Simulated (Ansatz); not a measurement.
`CC=C1CC1` + `COCC#N` → `CCOCC#N` + `C=C1CC1`  (formal exchange of groups at a C–C bond)

Program: Ansatz. Geometries: PBE0-D4/def2-TZVP. ΔE: electronic, gas phase. CCSD(T)/CBS adds triple-zeta CCSD(T) − MP2 to the extrapolated MP2 energy (def2 sets, frozen cores). This one scheme is used for every species. DFT in def2-TZVPP. One conformer a species, not always the lowest.

Q: Is it downhill or uphill in electronic energy at CCSD(T)/CBS, and by how much? (Estimate.)

A: The calculation gave: Nearly level: ΔE = +0.01 eV.

Q: What do these levels give: PBE-D4, r2SCAN-D4, ωB97M-V, B2PLYP, HF/CBS(def2), CCSD/CBS(def2)? (Estimate.)

A: The calculation gave: PBE-D4 0.04, r2SCAN-D4 0.03, ωB97M-V 0.01, B2PLYP 0.03, HF/CBS(def2) 0.03, CCSD/CBS(def2) 0.01 eV.

Largest T1 diagnostic among the species: 0.012.
